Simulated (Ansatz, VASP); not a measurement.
**Two plane-wave programs on Al2Cu**

```
Cu Al
1.0
     4.10518    0.00000    0.00000
     0.00000    4.10518    0.00000
     0.00000    0.00000    2.89131
Cu Al
1 2
Direct
  0.00000 0.00000 0.00000
  0.00000 0.50000 0.50000
  0.50000 0.00000 0.50000
```

The cell comes from a database or a generator and needn't be the stable form of this composition.

Alike in both runs: task single point; functional PBE; k mesh 7 × 7 × 9; occupations fermi-dirac, width 0.05 eV; no spin polarisation.

|  | VASP | Ansatz |
| --- | --- | --- |
| version | VASP 6.6.1 | Ansatz 0.2.0 |
| potentials or method | VASP PAW PBE potentials, release 64 (Cu, Al) | Ansatz PAW |
| plane-wave cutoff (eV) | 520 | 420 |
| valence electrons in the cell | 17 | 25 |

|  | VASP | Ansatz | Ansatz less VASP |
| --- | --- | --- | --- |
| gap on the k mesh at the Fermi level (eV) | none | none | - |
| pressure (GPa) | 0.5 | 0.6 | +0.01 |
| largest component of the traceless stress (GPa) | 0.61 | 0.60 | -0.014 |

A gap of «none» marks a metal or a gap that the smearing closes. The two sets of potentials don't hold the same shells in valence.
